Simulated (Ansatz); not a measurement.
SnTe under changes of volume

One of the cells (31.281 Å³/atom); the others are scaled copies at fixed shape and fractional positions:

```xyz
2
Lattice="0.0000 3.1509 3.1509 3.1509 0.0000 3.1509 3.1509 3.1509 0.0000" Properties=species:S:1:pos:R:3 pbc="T T T"
Te    3.1509    3.1509    3.1509
Sn    0.0000    0.0000    0.0000
```

```yaml
Program: Ansatz 0.2.0
Functional: PBE
Potentials_or_basis: Ansatz NC
Cutoff: "1120 eV (not typed: the program's choice for these potentials)"
k_mesh: 7 × 7 × 7
Occupations: fermi-dirac, width 0.05 eV
Spin: no spin polarisation
```

```tsv
volume (Å³/atom)	energy over the lowest point (meV/atom)	pressure (GPa)
29.404	56.29	5.8
30.030	36.37	4.5
30.656	21.26	3.3
31.281	?	?
31.907	3.59	1.3
32.532	0.21	0.4
33.158	0.00	-0.3
```

**Question.** What does the run at 31.281 Å³/atom give?

**Answer.** Energy over the lowest point 10.48 meV/atom; pressure 2.2 GPa.

Worked out: A Birch-Murnaghan fit of order 3 (a polynomial in V^(-2/3)) to the other rows has its minimum at 32.89 Å³/atom with B0 = V·E''(V) = 40 GPa and B' = 4.4. It gives 10.48 meV/atom at 31.281 Å³/atom, against the run's 10.48, and -dE/dV = 2.2 GPa, against 2.2.

Energies are extrapolated to zero smearing.
